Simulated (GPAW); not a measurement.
# SnO2 (I4/m) in GPAW: reference runs

Reference runs on SnO2: the cell as given.

All numbers are computed with GPAW 26.7.0; they aren't measurements. Logs are shortened: lines on timing, memory, paths and dates and some standing lists are left out, and cuts for length are marked. The log counts tension as positive stress, the text compression.

### 1 The crystal as given

Symmetry: I4/m, No. 87, tetragonal system. Conventional cell: a = 10.747 Å, b = 10.747 Å, c = 3.232 Å, α = 90.00°, β = 90.00°, γ = 90.00°. Around Sn (site symmetry m) lie 6 O at 2.06 to 2.14 Å. Around O (site symmetry m) lie 3 Sn at 2.11 to 2.14 Å. O (site symmetry m) has 3 Sn at 2.06 to 2.11 Å as nearest neighbours.

Measurements of this composition are mostly on another form, of space group No. 136.

### 2 Single point, PBE

Contents of run.py:

```python
from ase import Atoms
from ase.dft.bandgap import bandgap
from ase.io import write
from ase.units import GPa
from gpaw import GPAW, PW

atoms = Atoms(['Sn', 'Sn', 'Sn', 'Sn', 'O', 'O', 'O', 'O', 'O', 'O', 'O', 'O'],
              cell=[[-5.37331, 5.37331, 1.616233],
                    [5.37331, -5.37331, 1.616233],
                    [5.37331, 5.37331, -1.616233]],
              scaled_positions=[[0.3510765, 0.8310675, 0.182144],
                                [0.8310675, 0.6489235, 0.479991],
                                [0.1689325, 0.3510765, 0.520009],
                                [0.6489235, 0.1689325, 0.817856],
                                [0.2056015, 0.1549285, 0.36053],
                                [0.8450715, 0.2056015, 0.050673],
                                [0.7943985, 0.8450715, 0.63947],
                                [0.1549285, 0.7943985, 0.949327],
                                [0.1610445, 0.5429605, 0.704005],
                                [0.5429605, 0.8389555, 0.381916],
                                [0.4570395, 0.1610445, 0.618084],
                                [0.8389555, 0.4570395, 0.295995]],
              pbc=True)

calc = GPAW(mode=PW(800),
            xc='PBE',
            kpts={'size': (9, 9, 9), 'gamma': True},
            occupations={'name': 'fermi-dirac', 'width': 0.05},
            nbands=81,
            convergence={'density': 1e-05, 'energy': 1e-05},
            maxiter=150,
            txt='gpaw.txt')
atoms.calc = calc
energy = atoms.get_potential_energy()
forces = atoms.get_forces()
stress = atoms.get_stress()
calc.write('gs.gpw')
write('result.traj', atoms)
print(f'Energy: {energy:.6f} eV')
print('Forces (eV/A):')
print(forces.round(4))
print('Stress (GPa):', (stress / GPa).round(3))
print('Fermi level:', round(calc.get_fermi_level(), 4), 'eV')
print(f'Gap: {bandgap(calc)[0]:.4f} eV, direct: {bandgap(calc, direct=True)[0]:.4f} eV')
```

Potentials or basis: GPAW PAW data sets (gpaw-data 1.2.1), pw.

The run is started by

```console
$ OMP_NUM_THREADS=1 python run.py
```

gpaw.txt:

```text
__  _  _
 | _ |_)|_||  |
 |__||  | ||/\| - 26.7.0

Input parameters:
  mode=PW(ecut=800.0),
  convergence={'density': 1e-05, 'energy': 1e-05},
  kpts=MonkhorstPack(size=(9, 9, 9), gamma=True),
  maxiter=150,
  nbands=81,
  occupations=Occupations(name='fermi-dirac', width=0.05),
  xc=XC(name='PBE')

Diagonalizing LCAO Hamiltonian
Converting LCAO to pw mode

           O     O    Sn SnO
                        O
                         O
                      O Sn Sn   O     O

Atoms  # Å, Bohr magnetons
|    | symbol |         x |         y |         z |    initial magnetic moments |
|----|--------|-----------|-----------|-----------|-----------------------------|
|  0 |     Sn |  3.557857 | -1.600424 |  1.616233 | ( 0.0000,  0.0000,  0.0000) |
|  1 |     Sn |  1.600424 |  3.557857 |  1.616233 | ( 0.0000,  0.0000,  0.0000) |
|  2 |     Sn |  3.772886 |  1.815453 | -0.000000 | ( 0.0000,  0.0000,  0.0000) |
|  3 |     Sn |  1.815453 |  6.973734 | -0.000000 | ( 0.0000,  0.0000,  0.0000) |
|  4 |      O |  1.664958 |  2.209521 | -0.000000 | ( 0.0000,  0.0000,  0.0000) |
|  5 |      O | -3.163789 |  3.708352 |  1.616233 | ( 0.0000,  0.0000,  0.0000) |
|  6 |      O |  3.708352 |  3.163789 |  1.616233 | ( 0.0000,  0.0000,  0.0000) |
|  7 |      O |  8.537099 |  1.664958 | -0.000000 | ( 0.0000,  0.0000,  0.0000) |
|  8 |      O |  5.834990 |  1.730684 | -0.000000 | ( 0.0000,  0.0000,  0.0000) |
|  9 |      O |  3.642626 |  0.461680 |  1.616233 | ( 0.0000,  0.0000,  0.0000) |
| 10 |      O |  1.730684 |  4.911630 | -0.000000 | ( 0.0000,  0.0000,  0.0000) |
| 11 |      O | -0.461680 |  3.642626 |  1.616233 | ( 0.0000,  0.0000,  0.0000) |

Unit cell  # Å
| periodic |         x |         y |         z |  lengths |     angles |
|----------|-----------|-----------|-----------|----------|------------|
|      yes | -5.373310 |  5.373310 |  1.616233 | 7.768985 |  92.480491 |
|      yes |  5.373310 | -5.373310 |  1.616233 | 7.768985 |  92.480491 |
|      yes |  5.373310 |  5.373310 | -1.616233 | 7.768985 | 155.985370 |

Number of symmetries: 8
Symmetry operations  # r_c * U_cc + t_c -> r_c
|   | kind |            matrix            |
|---|------|------------------------------|
| 0 |  C4  |  1, 1, 1,  0, 0,-1, -1, 0, 0 |
| 1 |  E   |  1, 0, 0,  0, 1, 0,  0, 0, 1 |
| 2 |  C2  |  0, 1, 0,  1, 0, 0, -1,-1,-1 |
| 3 |  S4  |  0, 0, 1, -1,-1,-1,  0, 1, 0 |
| 4 |  C4  |  0, 0,-1,  1, 1, 1,  0,-1, 0 |
| 5 |  σ   |  0,-1, 0, -1, 0, 0,  1, 1, 1 |
| 6 |  i   | -1, 0, 0,  0,-1, 0,  0, 0,-1 |
| 7 |  S4  | -1,-1,-1,  0, 0, 1,  1, 0, 0 |

BZ-sampling:
  Number of BZ points: 729
  Number of IBZ points: 105

  Monkhorst-Pack size: [9, 9, 9]
  Monkhorst-Pack shift: [0, 0, 0]

K-points  # in reciprocal-cell coordinates
|     |                                coordinates |     weight |
|-----|--------------------------------------------|------------|
|   0 | (  0.00000000,   0.00000000,   0.00000000) | 0.00137174 |
|   1 | (  0.11111111,  -0.11111111,   0.00000000) | 0.00548697 |
|   2 | (  0.11111111,  -0.11111111,   0.11111111) | 0.00548697 |
|   3 | (  0.11111111,   0.00000000,   0.00000000) | 0.01097394 |
|   4 | (  0.11111111,   0.11111111,  -0.11111111) | 0.00274348 |
|   5 | (  0.22222222,  -0.22222222,  -0.11111111) | 0.00548697 |
|   6 | (  0.22222222,  -0.22222222,   0.00000000) | 0.00548697 |
|   7 | (  0.22222222,  -0.22222222,   0.11111111) | 0.00548697 |
|   8 | (  0.22222222,  -0.22222222,   0.22222222) | 0.00548697 |
|   9 | (  0.22222222,  -0.11111111,  -0.11111111) | 0.01097394 |
| ... |                                            |            |
| 104 | (  0.44444444,   0.44444444,   0.44444444) | 0.01097394 |

Plane wave coefficients: 9629
Cutoff: 800.0 eV

Spin-components: 1 (collinear spins)
Bands:           81
Projectors:      64
Spin-degeneracy: 2
Datatype:        complex128

Parallelization:
  kpt:    1
  domain: 1
  band:   1

Density:
  Valence electrons: 104.0
  Components: 1
  Grid points: [54 54 54]
  Charge: 0.0  # |e|

Potential:
  Grid points: [54 54 54]

species:
  Sn:
    name:    Tin
    Z:       50.0
    valence: 14
    core:    36
    charge:  0.0  # [|e|]
    compensation charges:
      type: gauss
      rc: 0.38  # [Å]
      lmax: 2
    cutoffs:
      filter: 2.23  # [Å]
      core: 2.35  # [Å]
    projectors
    | kind |    occ | energy [eV] | rcut [Å] |
    |------|--------|-------------|----------|
    |   5s |  2.000 |     -10.538 |    1.201 |
    |   5p |  2.000 |      -3.696 |    1.270 |
    |   4d | 10.000 |     -25.845 |    1.185 |
    |    s |        |      16.674 |    1.201 |
    |    p |        |      23.515 |    1.270 |
    |    d |        |       1.367 |    1.185 |

    Using partial waves for Sn as LCAO basis

  O:
    name:    Oxygen
    Z:       8.0
    valence: 6
    core:    2
    charge:  0.0  # [|e|]
    compensation charges:
      type: gauss
      rc: 0.21  # [Å]
      lmax: 2
    cutoffs:
      filter: 1.17  # [Å]
      core: 0.83  # [Å]
    projectors
    | kind |    occ | energy [eV] | rcut [Å] |
    |------|--------|-------------|----------|
    |   2s |  2.000 |     -23.961 |    0.688 |
    |   2p |  4.000 |      -9.029 |    0.598 |
    |    s |        |       3.251 |    0.688 |
    |    p |        |      18.182 |    0.598 |
    |    d |        |       0.000 |    0.619 |

    Using partial waves for O as LCAO basis

Reference energy: -688369.591638  # eV

eigensolver:
  PPCG
  Converge bands: occupied
  niter=2

density mixing:
  MSR1-Mixer
  Pratt-step length: 0.05
  Maximum mixing coefficient: 0.75
  Old densities: 10
  SVD Regularization: 0.005
  Good broyden scale: 1.0
  Trust region scale: 1.0
  Backstep threshold: 4.0
  History deletion threshold: 6.0
  Fourier metric: weight=20.0, sigma=0.015

occupation numbers:
  Fermi-Dirac:
    width: 0.0500  # eV

poisson solver:
  ecut: 6400.0  # eV

xc functional:
  name: PBE with 2 nearest neighbor stencil

convergence criteria:
- Maximum integral of absolute [dens]ity change: 1e-05 electrons / valence electron
- Maximum [total energy] change in last 3 cyles: 1e-05 eV / valence electron
- Maximum integral of absolute [eigenst]ate change: 4e-08 eV^2 / valence electron
maximum number of iterations: 150

SCF iterations
|iter     | |      energy | eigst |  dens |
|---------|-|-------------|-------|-------|
|iter:   1| |  -87.985328 | +0.53 |       |
|iter:   2| |  -85.048259 | -0.94 | -0.88 |
|iter:   3| |  -76.934042 | -0.36 | -0.93 |
|iter:   4| |  -76.909295 | -2.02 | -1.47 |
|iter:   5| |  -76.927113 | -3.01 | -1.77 |
|iter:   6| |  -76.928378 | -3.90 | -2.73 |
|iter:   7| |  -76.927996 | -4.54 | -3.03 |
|iter:   8| |  -76.928059c| -5.58 | -3.38 |
|iter:   9| |  -76.928063c| -6.65 | -4.14 |
|iter:  10| |  -76.928064c| -7.67c| -4.86 |
|iter:  11| |  -76.928064c| -8.01c| -5.32c|

Converged in 11 steps
Energy contributions relative to reference atoms: (reference = -688369.591638)

Energy contributions:
  Kinetic:         121.264427
  Coulomb:        -111.778016
  Zero:              0.714910
  External:          0.000000
  Xc:              -87.129386
  Entropy:          -0.000000
  Spinorbit:         0.000000
  ----------------------------
  Free energy:     -76.928064
  Extrapolated:    -76.928064

dipole moment: (0.000017, 0.000017, 0.000005)  # |e|*Ang

Fermi level: 3.458
Eigenvalues  # (at kpt = [0.000, 0.000, 0.000])
| band index |      eig [eV] | occ [0-2] |
|------------|---------------|-----------|
|          0 |       -17.993 |     2.000 |
|        ... |               |           |
|         44 |         1.630 |     2.000 |
|         45 |         1.770 |     2.000 |
|         46 |         1.823 |     2.000 |
|         47 |         1.823 |     2.000 |
|         48 |         1.923 |     2.000 |
|         49 |         2.251 |     2.000 |
[... 8 lines left out ...]
|         58 |         9.621 |     0.000 |
|         59 |         9.761 |     0.000 |
|        ... |               |           |
|         80 |        20.334 |     0.000 |

Gap: 1.801 eV
Transition (v -> c):
  (s=0, k=50, n=51, [0.44, -0.44, 0.44]) -> (s=0, k=0, n=52, [0.00, 0.00, 0.00])
Direct/indirect transitions are different
Direct gap: 1.895 eV
Transition at: (s=0, k=0, n=51, [0.00, 0.00, 0.00])

Forces  # eV/Ang
|        x |        y |        z |
|----------|----------|----------|
|  0.10444 | -0.00646 | -0.00000 |  # Sn   0
|  0.00646 |  0.10444 |  0.00000 |  # Sn   1
| -0.00646 | -0.10444 |  0.00000 |  # Sn   2
| -0.10444 |  0.00646 |  0.00000 |  # Sn   3
|  0.21882 |  0.25849 |  0.00000 |  # O    4
|  0.25849 | -0.21882 | -0.00000 |  # O    5
| -0.21882 | -0.25849 | -0.00000 |  # O    6
| -0.25849 |  0.21882 |  0.00000 |  # O    7
|  0.10661 | -0.06029 |  0.00000 |  # O    8
|  0.06029 |  0.10661 |  0.00000 |  # O    9
| -0.06029 | -0.10661 |  0.00000 |  # O   10
| -0.10661 |  0.06029 |  0.00000 |  # O   11

Stress tensor  # eV/Ang^3
|        x |         y |         z |
|----------|-----------|-----------|
| 0.006876 |  0.000000 |  0.000000 |
| 0.000000 |  0.006876 | -0.000000 |
| 0.000000 | -0.000000 |  0.011795 |

# Writing to gs.gpw (mode='')
```

It took 57 min on 1 thread of Intel Xeon Platinum 8259CL at 2.50GHz (Skylake/Cascade Lake), shared host; peak memory 2 GiB.

Results:

```
Free energy            : -76.9281 eV
Pressure               : -1.4 GPa
Largest force          : 0.339 eV/Å
Band gap on the k mesh : 1.80 eV, indirect (least direct gap 1.90 eV)
```

Forces in eV/Å, atoms in the order of the input:
```
Sn   0.104 -0.006  0.000
Sn   0.006  0.104  0.000
Sn  -0.006 -0.104  0.000
Sn  -0.104  0.006  0.000
O    0.219  0.258  0.000
O    0.258 -0.219  0.000
O   -0.219 -0.258  0.000
O   -0.258  0.219  0.000
O    0.107 -0.060  0.000
O    0.060  0.107  0.000
O   -0.060 -0.107  0.000
O   -0.107  0.060  0.000
```

Caveat: spin-orbit coupling is left out, which moves the levels of the heavy elements; an odd mesh through Γ misses points on the zone boundary, where band edges often lie; the program warned that so skewed a cell can give wrong results.
